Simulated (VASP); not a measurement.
Write the native input for VASP 6.6.1 that does the following.

* Task: single point
* Functional: PBE
* Potentials or basis: VASP PAW PBE potentials, release 64 (Li_sv)
* Cutoff: 520 eV
* k mesh: 9 × 9 × 9
* Occupations: fermi-dirac, width 0.1 eV
* Spin: no spin polarisation
* Dipole correction: no
* Further INCAR settings: ALGO = Normal; EDIFF = 1e-07; NBANDS = 8

The structure of Li lies in POSCAR:

```
Li
1.0
    0.0000000000      2.1331419321      2.3464561254
    2.1331419321      0.0000000000      2.3464561254
    2.1331419321      2.1331419321      0.0000000000
Li
1
Direct
    0.0000000000      0.0000000000      0.0000000000
```

This isn't the form of Li at room conditions, which is bcc.

These files were run (other wordings do the same):

INCAR

```
SYSTEM = Li
  ALGO = Normal
  EDIFF = 1E-7
  ENCUT = 520
  GGA = PE
  ISIF = 2
  ISMEAR = -1
  LASPH = .True.
  LCHARG = .False.
  LREAL = .False.
  LWAVE = .False.
  NBANDS = 8
  NELM = 60
  PREC = Accurate
  SIGMA = 0.1
```

KPOINTS

```
k-points
0
Gamma
  9 9 9
  0 0 0
```

Potentials or basis: VASP PAW PBE potentials, release 64 (Li_sv).

Run with:

```bash
$ cat potpaw_PBE.64/Li_sv/POTCAR > POTCAR
$ mpirun -np 1 vasp_std > vasp.out
```

Results of the run:

| Property | Result |
| --- | --- |
| Band gap on the k mesh | none (metal or under the smearing width) |

Wall time 3.3 s on 1 thread of Intel(R) Xeon(R) 6975P-C (Granite Rapids) (shared host), peak memory 0.13 GiB.
